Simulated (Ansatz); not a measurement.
# Cu under strains and displacements

Method: DFT PBE, scalar-relativistic, plane waves, PAW (Ansatz 0.2.0).

Plane waves to 420 eV, a k mesh through Γ of 18×18×10 on the computed 2-atom cell and Gaussian smearing (0.10 eV); no spin polarisation.

Reference cell:

```yaml
crystal:
  lattice:
    - [2.53410, 0.00000, 0.00000]
    - [-1.26705, 2.19459, 0.00000]
    - [0.00000, 0.00000, 4.11257]
  atoms:
    - { symbol: Cu, position: [0.33333, 0.66667, 0.25000] }
    - { symbol: Cu, position: [0.66667, 0.33333, 0.75000] }
```

Each variant moves atoms of this cell by the vectors given, if any (Å), and then applies a symmetric strain (tensor components, Cartesian axes). The reference cell isn't relaxed at this level. Energies are per atom at zero smearing, counted from the lowest variant. Pressure is positive in compression.

1. strain (xx yy zz yz xz xy, %) 2.94 2.94 4.44 0.00 0.00 0.00
2. strain (xx yy zz yz xz xy, %) -5.23 -5.23 0.77 0.00 0.00 0.00
3. strain (xx yy zz yz xz xy, %) 2.79 2.79 4.29 0.00 0.00 0.00
4. strain (xx yy zz yz xz xy, %) 4.84 4.84 3.34 0.00 0.00 0.00

```json
{"result": "A", "ΔE (meV/atom)": "0.0", "P (GPa)": "-6.23"}
{"result": "B", "ΔE (meV/atom)": "2.2", "P (GPa)": "-6.68"}
{"result": "C", "ΔE (meV/atom)": "133.7", "P (GPa)": "29.98"}
{"result": "D", "ΔE (meV/atom)": "19.8", "P (GPa)": "-9.17"}
```

**Question.** Which variant gave which result?

**Answer.** A is 3, B is 1, C is 2, D is 4. The pressure falls as the cell grows: from the smallest volume to the largest the variants are 2, 3, 1, 4.

This form isn't the element's structure at ambient conditions.